## Iridium, squeezed one step further

The rows below follow an iridium crystal as its volume changes, mostly under stretching. How hard does the metal push back when it is squeezed one step further, and can that be judged from the way it yields when pulled?

The volume $V$ and the energy $E$ are per atom, with the energy counted from the minimum of the curve. The pressure $P$ is what must be applied from outside to hold the crystal at that volume; a negative value means that it must be pulled. The crystal stays face-centred cubic throughout, so every bond scales by the same factor.

GPAW 26.7.0 calculations with PBEsol and D3 dispersion for face-centred cubic iridium, without spin polarisation or spin-orbit coupling. All runs use PAW data sets made for the functional, a 600 eV plane-wave cutoff, a 12×12×12 k mesh and Fermi-Dirac smearing of 0.05 eV. Energies are counted from the minimum of the fitted energy-volume curve.

```
volume (Å³/atom)  energy (meV/atom)  pressure (GPa)
           13.22                  ?               ?
           13.50               3.84           6.060
           13.78               0.60          -2.560
           14.06              11.64         -10.180
           14.34              35.26         -16.920
           14.62              70.01         -22.860
           14.90             114.55         -28.100
```

### What the stretched metal shows

The pressure changes sign between 13.50 and 13.78 Å³, so the crystal is at rest somewhere between these volumes. Going outward, equal steps in volume bring ever smaller changes in pressure. The first known step changes it by $6.06+2.56=8.62$ GPa, the last by only $28.10-22.86=5.24$ GPa. The metal softens as it is stretched.

The bulk modulus $B=-V\,dP/dV$ measures this stiffness. Estimated from neighbouring rows, it falls from 420 GPa in the first known step to 276 GPa in the last, while the bonds grow by only 2.7 %. Between these two steps, it falls roughly as the sixteenth power of the bond length. A bond longer by one per cent thus costs about 15 % of the stiffness.

### Why a small change in bond length matters so much

Two tendencies compete in a transition metal. The d electrons, shared between neighbouring atoms, pull the atoms together. Against this, the outer s and p electrons gain kinetic energy when confined to less space, and the atomic cores resist overlap. This repulsion rises more steeply on approach than the attraction does.

At rest the two forces cancel, but their contributions to the stiffness do not. Stiffness depends on how fast a force changes with distance, and this favours the steeper partner. The repulsion therefore supplies the positive stiffness, while the attraction takes part of it away. Squeezing strengthens the repulsion faster, and the crystal stiffens. Stretching weakens it faster, so the attraction cancels a growing share of what is left.

This is the standard argument for metals of this kind; the table shows the softening but does not divide it into these parts. The same reasoning leads one to expect stiffening under compression wherever a steep repulsion balances a gentler attraction. A spring of constant stiffness would be a poor guide to the next row.

### The forecast

The Birch-Murnaghan equation lets the stiffness change with volume. It writes the energy as a cubic in a strain $w$, counted here from the cell at $V_g=14.06$ Å³:

$$u=(V_g/V)^{1/3},\qquad w=u^2-1 .$$

Since $P=-dE/dV$, the pressure takes the form

$$P=u^5\,(a+bw+cw^2).$$

A least-squares fit to the six known pressures gives $a=-10.18$, $b=564.6$ and $c=452.6$ GPa. The withheld row took no part in it. At $V=13.22$ Å³, $u^5=1.108$ and $w=0.04192$, so that

$$P=1.108\,(-10.18+23.67+0.80)\approx 15.8\ \text{GPa}.$$

The pressure forecast is **15.8 ± 0.3 GPa**. Simply repeating the nearest known pressure step would give $6.06+8.62=14.68$ GPa, so the expected stiffening adds more than 1 GPa. The modulus over the new step should be about 466 GPa, higher than in any known step.

For the energy, the cubic, fitted separately to the six known energies, gives 23.24 meV/atom. The energy forecast is **23.2 ± 0.5 meV/atom**. Continuing the energy with the curvature of the three nearest known rows would give only 21.36 meV/atom.

The error bars are judgements, guided by two other estimates. Murnaghan's equation, in which the modulus follows a fixed power of the volume, gives 15.91 GPa when fitted to the same pressures. The area under the forecast pressure curve, which is the work of compression, leads to an energy of 22.79 meV/atom. The choice of formula and the agreement between energies and pressures thus matter more than the scatter of the known points.

### The result

The withheld rows as computed:

```
volume (Å³/atom)  energy (meV/atom)  pressure (GPa)
           13.22              23.13          15.800
```

The pressure forecast of 15.83 GPa is 0.03 GPa too high, or 0.2 % of the computed value. The energy forecast is 0.11 meV/atom too high, or 0.5 %. Both computed values lie within the stated ranges and above the constant-stiffness estimates. The modulus over the new step comes out at 465 GPa, so the stiffening continues as expected.

The energy miss carries a warning all the same. When each known energy was left out in turn and predicted from the others, the typical error was only about 0.01 meV/atom. One step outside the known range, the error was more than ten times larger. Close agreement among known points was therefore a poor measure of the error beyond them, and the wider bar was justified.

Murnaghan's equation overshoots the pressure by 0.11 GPa, and the curve shows why. Between the last two known steps, the modulus varies as about the 5.6th power of the inverse volume; between the new step and its neighbour, the power is about 4.9. A fixed power fitted mainly to stretched crystals therefore stiffens the squeezed one too much. This fits the picture of competing forces: under tension the attraction cancels more of the stiffness, so the remainder changes faster in relative terms.

The estimate from the area under the pressure curve falls short by $23.13-22.79=0.34$ meV/atom. Spread over a step of 0.28 Å³, this corresponds to about 0.2 GPa, so the printed pressures are slightly lower than the energies imply. Rounded volumes account for about a quarter of the difference: the unrounded step is 0.2812 Å³, which adds 0.08 meV/atom to the area. The rest has the sign expected from an incomplete plane-wave basis, but only runs at a higher cutoff could confirm this cause.

### What remains open

The successful forecast shows that the curve is smooth enough to be followed one step further. It does not show that the curve lies at the right volume. The cell at 14.06 Å³ has to be held under a tension of about 10 GPa, whereas the measured volume of iridium, as roughly recalled, is a little above 14 Å³. The calculated metal comes to rest at 13.70 Å³, too small a volume.

Most of this contraction comes from the added D3 dispersion term. It pulls pairs of atoms together with little regard for the way mobile electrons in a metal screen such an attraction. The run records the D3 energy at each volume, and since the term is simply added, it can be subtracted again. Its slope supplies about 8 of the 10 GPa of tension at 14.06 Å³, and without it the minimum moves out to just below that volume. Its effect on the stiffness has two parts. Like any gentle attraction, D3 lowers the modulus at fixed volume, here by about 20 GPa. But the contraction it causes raises the modulus by about 40 GPa, so the metal at rest ends up stiffer with D3 than without.
